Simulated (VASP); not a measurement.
# PbSe (Fm-3m) in VASP: a series of runs

Runs on PbSe. Level: r2SCAN+rVV10. Tasks: relaxation of cell and atoms.

Program: VASP 6.6.1. These are calculated values, not measurements. Logs are shortened: lines on timing, memory, paths and dates and some standing lists are left out, and cuts for length are marked.

### Step 1. The crystal as given

It takes space group Fm-3m (No. 225, cubic). The conventional cell has a = 6.121 Å, b = 6.121 Å, c = 6.121 Å, α = 90.00°, β = 90.00°, γ = 90.00°. Pb (site symmetry m-3m) is surrounded by 6 Se at 3.06 Å. Se (site symmetry m-3m) is surrounded by 6 Pb at 3.06 Å.

### Step 2. Relaxation of cell and atoms, r2SCAN+rVV10

Contents of INCAR:

```
ALGO     = Normal         # electronic algorithm
BPARAM   = 11.95        
CPARAM   = 0.0093       
EDIFF    = 1E-7           # SCF threshold, eV
EDIFFG   = -0.002         # ionic threshold
ENCUT    = 520            # plane-wave cutoff, eV
IBRION   = 2              # ionic algorithm
ISIF     = 3              # what is computed and relaxed
ISMEAR   = 0              # smearing method
IVDW_NL  = 2            
LASPH    = T              # aspherical terms in the spheres
LCHARG   = F              # write CHGCAR
LMIXTAU  = T            
LREAL    = F              # projectors in reciprocal space
LUSE_VDW = T            
LWAVE    = F              # write WAVECAR
METAGGA  = R2SCAN         # meta-GGA
NELM     = 60             # most SCF steps
NSW      = 80             # ionic steps
PREC     = Accurate       # precision mode
SIGMA    = 0.02           # smearing width, eV
```

Contents of KPOINTS:

```
k-points
0
Gamma
  10 10 10
```

Contents of POSCAR:

```
PbSe
1.0
    0.0000000000      3.0606500000      3.0606500000
    3.0606500000      0.0000000000      3.0606500000
    3.0606500000      3.0606500000      0.0000000000
Pb Se
1 1
Direct
    0.0000000000      0.0000000000      0.0000000000
    0.5000000000      0.5000000000      0.5000000000
```

Potentials or basis: VASP PAW PBE potentials, release 64 (Pb_d, Se).

The run is started by

```bash
cat potpaw_PBE.64/Pb_d/POTCAR potpaw_PBE.64/Se/POTCAR > POTCAR
mpirun -np 1 vasp_std > vasp.out
```

OUTCAR:

```text
BPARAM = 11.95
   EDIFF = 1E-7
   EDIFFG = -0.002
   ENCUT = 520
   IBRION = 2
   ISIF = 3
   ISMEAR = 0
   IVDW_NL = 2
   LASPH = T
   LREAL = F
   METAGGA = R2SCAN
   NELM = 60
   NSW = 80
   PREC = Accurate

 ion  position               nearest neighbor table
   1  0.000  0.000  0.000-   2 3.06   2 3.06   2 3.06   2 3.06   2 3.06   2 3.06
   2  0.500  0.500  0.500-   1 3.06   1 3.06   1 3.06   1 3.06   1 3.06   1 3.06

  LATTYP: Found a face centered cubic cell.
 ALAT       =     6.1213000000

  Lattice vectors:

 A1 = (   0.0000000000,   3.0606500000,   3.0606500000)
 A2 = (   3.0606500000,   0.0000000000,   3.0606500000)
 A3 = (   3.0606500000,   3.0606500000,   0.0000000000)

Analysis of symmetry for initial positions (statically):
=====================================================================
 Subroutine PRICEL returns:
 Original cell was already a primitive cell.

 Routine SETGRP: Setting up the symmetry group for a
 face centered cubic supercell.

 Subroutine GETGRP returns: Found 48 space group operations
 (whereof 48 operations were pure point group operations)
 out of a pool of 48 trial point group operations.

The static configuration has the point symmetry O_h .

Analysis of symmetry for dynamics (positions and initial velocities):
=====================================================================
 Subroutine PRICEL returns:
 Original cell was already a primitive cell.

 Routine SETGRP: Setting up the symmetry group for a
 face centered cubic supercell.

 Subroutine GETGRP returns: Found 48 space group operations
 (whereof 48 operations were pure point group operations)
 out of a pool of 48 trial point group operations.

The dynamic configuration has the point symmetry O_h .

 Subroutine INISYM returns: Found 48 space group operations
 (whereof 48 operations are pure point group operations),
 and found     1 'primitive' translations

----------------------------------------------------------------------------------------

                                     Primitive cell

  volume of cell :      57.3418

  direct lattice vectors                    reciprocal lattice vectors
     0.000000000  3.060650000  3.060650000    -0.163363991  0.163363991  0.163363991
     3.060650000  0.000000000  3.060650000     0.163363991 -0.163363991  0.163363991
     3.060650000  3.060650000  0.000000000     0.163363991  0.163363991 -0.163363991

  length of vectors
     4.328412740  4.328412740  4.328412740     0.282954733  0.282954733  0.282954733

[... 105 lines left out ...]
   METAGGA = R2SCAN    functional components
   LHFCALC =     F    Hartree Fock is set to
   AEXX    =    0.0000 exact exchange contribution
   IVDW_NL    =     2    kernel type
   BPARAM     =11.9500
   IVDW    =     0    specifies the selected vdW correction
   LEPSILON=     F    determine dielectric tensor
   LRPA    =     F    only Hartree local field effects (RPA)
 conjugate gradient relaxation of ions
 non-spin polarized calculation
 Gauss-broadening in eV      SIGMA  =   0.02
  energy-cutoff  :      520.00
  volume of cell :       57.34
 maximum number of plane-waves:      1572
   NGX = 17   NGY = 17   NGZ = 17

--------------------------------------- Ionic step        1  -------------------------------------------

 number of electron      20.0000000 magnetization

 Free energy of the ion-electron system (eV)
  ---------------------------------------------------
  ext. energy  EPLUGINS =         0.00000000
  ---------------------------------------------------
  free energy    TOTEN  =       -71.41169193 eV

  energy without entropy =      -71.41169193  energy(sigma->0) =      -71.41169193

------------------------ aborting loop because EDIFF is reached ----------------------------------------

  FORCE on cell =-STRESS in cart. coord.  units (eV):
  Direction    XX          YY          ZZ          XY          YZ          ZX
  --------------------------------------------------------------------------------------
  -------------------------------------------------------------------------------------
  Total        0.2531973      0.2531973      0.2531973      0.0000000     -0.0000000      0.0000000
  in kB        7.0745470      7.0745470      7.0745470      0.0000000     -0.0000000      0.0000000
  external PRESSURE =       7.0745470 kB  Pullay stress =       0.0000000 kB
[... 59 lines left out ...]
--------------------------------------- Ionic step        3  -------------------------------------------

 number of electron      19.9999996 magnetization

 Free energy of the ion-electron system (eV)
  ---------------------------------------------------
  ext. energy  EPLUGINS =         0.00000000
  ---------------------------------------------------
  free energy    TOTEN  =       -71.41328512 eV

  energy without entropy =      -71.41328512  energy(sigma->0) =      -71.41328512

 E-fermi :   4.8488     XC(G=0): -10.0576

 val. band max:        4.7379123259   @ k =   0.5000   0.0000   0.0000
 cond. band min:       5.3188707961   @ k =   0.5000   0.0000   0.0000
 fundamental gap:      0.5809584702
 Fermi energy:         4.8488452372

 k-point     1 :       0.0000    0.0000    0.0000
  band No.  band energies     occupation
      1     -12.6680      2.00000
      2     -12.6680      2.00000
      3     -12.6680      2.00000
      4     -12.6649      2.00000
      5     -12.6649      2.00000
      6      -9.2988      2.00000
      7      -1.6215      2.00000
      8       2.7755      2.00000
      9       2.7755      2.00000
     10       2.7755      2.00000
     11       9.7492      0.00000
     12       9.7493      0.00000
     13       9.7493      0.00000
     14      11.6873      0.00000
[... 377 lines left out ...]
      1     -12.7557      2.00000
      2     -12.6792      2.00000
      3     -12.6546      2.00000
      4     -12.6361      2.00000
      5     -12.6336      2.00000
      6      -8.1986      2.00000
      7      -3.1019      2.00000
      8       1.2301      2.00000
      9       1.7595      2.00000
     10       1.9037      2.00000
     11       8.8973      0.00000
     12       9.2601      0.00000
     13       9.8762      0.00000
     14      10.2497      0.00000

 [... further k-points ...]

------------------------ aborting loop because EDIFF is reached ----------------------------------------

  FORCE on cell =-STRESS in cart. coord.  units (eV):
  Direction    XX          YY          ZZ          XY          YZ          ZX
  --------------------------------------------------------------------------------------
  -------------------------------------------------------------------------------------
  Total        0.0014351      0.0014351      0.0014351      0.0000000      0.0000000     -0.0000000
  in kB        0.0395939      0.0395939      0.0395939      0.0000000      0.0000000     -0.0000000
  external PRESSURE =       0.0395939 kB  Pullay stress =       0.0000000 kB
[... 17 lines left out ...]
  FREE ENERGIE OF THE ION-ELECTRON SYSTEM (eV)
  ---------------------------------------------------
  free  energy   TOTEN  =       -71.4132851236 eV

  energy  without entropy=      -71.4132851236  energy(sigma->0) =      -71.41328512

 reached required accuracy - stopping structural energy minimisation
```

It took 5 min on 1 thread of Intel Xeon Platinum 8488C (Sapphire Rapids), shared host; peak memory 0.34 GiB.

Results:

* Free energy: -71.4133 eV
* Relaxed volume: 29.04 Å³/atom
* Relaxed cell: a = 4.347 Å, b = 4.347 Å, c = 4.347 Å, α = 60.00°, β = 60.00°, γ = 60.00°
* Space group after relaxing (to 0.05 Å): Fm-3m (No. 225)
* Energy gained by relaxing: 0.8 meV/atom
* Ionic steps: 3
* Pressure after relaxing: 0.0 GPa
* Band gap on the k mesh: 0.58 eV, direct

The path:
| step | energy change (eV) | largest force (eV/Å) | pressure (GPa) | volume (Å³) |
| --- | --- | --- | --- | --- |
| 1 | 0.0000 | 0.0000 | 0.71 | 57.34 |
| 2 | -0.0013 | 0.0000 | -0.30 | 58.40 |
| 3 | -0.0016 | 0.0000 | 0.00 | 58.07 |

Final structure:
```yaml
crystal:
  lattice:
    - [0.00000, 3.07360, 3.07360]
    - [3.07360, 0.00000, 3.07360]
    - [3.07360, 3.07360, 0.00000]
  atoms:
    - { symbol: Pb, position: [0.00000, 0.00000, 0.00000] }
    - { symbol: Se, position: [0.50000, 0.50000, 0.50000] }
```

Levels at points of the mesh, in eV from the valence-band top:
| k point | band 6 | band 7 | band 8 | band 9 | band 10 | band 11 | band 12 | band 13 | band 14 |
| --- | --- | --- | --- | --- | --- | --- | --- | --- | --- |
| (0.00, 0.00, 0.00) | -14.04 | -6.36 | -1.96 | -1.96 | -1.96 | 5.01 | 5.01 | 5.01 | 6.95 |
| (0.50, 0.00, 0.00) | -12.96 | -8.99 | -1.55 | -1.55 | 0.00 | 0.58 | 1.94 | 1.94 | 9.00 |
| (0.50, 0.50, 0.00) | -12.58 | -7.51 | -5.06 | -3.31 | -3.31 | 4.01 | 5.95 | 5.95 | 6.41 |

Caveat: the PAW data sets were made with another functional, which shifts forces and pressure a little; spin-orbit coupling is left out, which as a rule narrows the gap of such compounds by several tenths of an eV.

### Step 3. Relaxation of cell and atoms, r2SCAN+rVV10

This run uses another cell than the first one, of 29.04 Å³/atom, 1.013 times its volume.

INCAR is that of step 2.

KPOINTS is that of step 2.

Contents of POSCAR:

```
PbSe                                    
1.0
    0.0000000000      3.0735991403      3.0735991403
    3.0735991403      0.0000000000      3.0735991403
    3.0735991403      3.0735991403     -0.0000000000
  Pb              Se            
     1     1
Direct
     0.0000000000000000    0.0000000000000000    0.0000000000000000
     0.5000000000000000    0.5000000000000000    0.5000000000000000
```

Potentials or basis: VASP PAW PBE potentials, release 64 (Pb_d, Se).

The run is started by

```bash
cat potpaw_PBE.64/Pb_d/POTCAR potpaw_PBE.64/Se/POTCAR > POTCAR
mpirun -np 1 vasp_std > vasp.out
```

Wall time 2.2 min (1 thread of Intel Xeon Platinum 8488C (Sapphire Rapids), shared host); peak memory 0.34 GiB.

It converged, with:

```
Free energy             : -71.4135 eV
Pressure after relaxing : 0.0 GPa
Band gap on the k mesh  : 0.58 eV, direct
```

Final structure:
```
Pb Se
1.0
     0.00000    3.07360    3.07360
     3.07360    0.00000    3.07360
     3.07360    3.07360    0.00000
Pb Se
1 1
Cartesian
  0.0000 0.0000 0.0000
  3.0736 3.0736 3.0736
```

Levels at points of the mesh, in eV from the valence-band top:
| k point | band 7 | band 8 | band 9 | band 10 | band 11 | band 12 | band 13 | band 14 |
| --- | --- | --- | --- | --- | --- | --- | --- | --- |
| (0.00, 0.00, 0.00) | -6.36 | -1.96 | -1.96 | -1.96 | 5.01 | 5.01 | 5.01 | 6.95 |
| (0.50, 0.00, 0.00) | -8.99 | -1.55 | -1.55 | 0.00 | 0.58 | 1.94 | 1.94 | 9.00 |
| (0.50, 0.50, 0.00) | -7.51 | -5.06 | -3.31 | -3.31 | 4.01 | 5.95 | 5.95 | 6.41 |

Caveat: the relaxation stopped at its first step, so nothing moved; the PAW data sets were made with another functional, which shifts forces and pressure a little; spin-orbit coupling is left out, which as a rule narrows the gap of such compounds by several tenths of an eV. A k mesh can miss the band edges.
